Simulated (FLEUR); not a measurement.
MgO:

```
Mg O
1.0
     0.00000    2.09700    2.09700
     2.09700    0.00000    2.09700
     2.09700    2.09700    0.00000
Mg O
1 1
Direct
  0.00000 0.00000 0.00000
  0.50000 0.50000 0.50000
```

The cell is a database's computed one.

Base run:

* Program: FLEUR MaX-R8.1 (later development tree)
* Functional: RPBE
* Potentials or basis: all-electron
* Basis: FLAPW
* Kmax: 4.97 1/bohr
* k mesh: 11 × 11 × 11
* Occupations: fermi-dirac, width 0.05 eV
* Spin: no spin polarisation

Its results: band gap on the k mesh 5.09 eV, direct.

Question: After a change of settings the same cell gave: band gap on the k mesh 4.79 eV, direct. Which change was it?
A. functional from RPBE to r2SCAN
B. functional from RPBE to SCAN
C. functional from RPBE to LDA

Answer: C.

Not every run made on this cell is shown here.
